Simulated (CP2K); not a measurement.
## Pt under changes of volume

One of the cells (15.904 Å³/atom); the others are scaled copies at fixed shape and fractional positions:

```xyz
1
Lattice="2.7439 0.0000 0.0000 -0.9146 2.5870 0.0000 -0.9146 -1.2935 2.2404" Properties=species:S:1:pos:R:3 pbc="T T T"
Pt    0.0000    0.0000    0.0000
```

This isn't the form of Pt at room conditions, which is fcc.

```yaml
Program: CP2K 2026.2
Functional: r2SCAN
Potentials_or_basis: POTENTIAL_UZH Pt GTH-SCAN-q18; TZVP-MOLOPT-SCAN-GTH basis
Density_cutoff: 9184 eV
k_mesh: 12 × 12 × 12
Occupations: fermi-dirac, width 0.01 eV
Spin: no spin polarisation
```

| volume (Å³/atom) | energy over the lowest point (meV/atom) | pressure (GPa) |
| --- | --- | --- |
| 14.950 | 27.32 | 13.3 |
| 15.268 | 7.59 | 6.8 |
| 15.586 | 0.00 | 1.0 |
| 15.904 | 3.09 | -4.0 |
| 16.222 | 15.56 | -8.4 |
| 16.540 | ? | ? |
| 16.858 | 64.23 | -15.7 |

Question: What does the run at 16.540 Å³/atom give?

Answer: Energy over the lowest point 36.28 meV/atom; pressure -12.3 GPa.

Worked out: A Birch-Murnaghan fit of order 3 (a polynomial in V^(-2/3)) to the other rows has its minimum at 15.65 Å³/atom with B0 = V·E''(V) = 258 GPa and B' = 5.3. It gives 36.28 meV/atom at 16.540 Å³/atom, against the run's 36.28, and -dE/dV = -12.3 GPa, against -12.3.

Energies are extrapolated to zero smearing.

Caveats: the basis of atomic orbitals isn't converged, which shifts pressures, moduli and gaps.
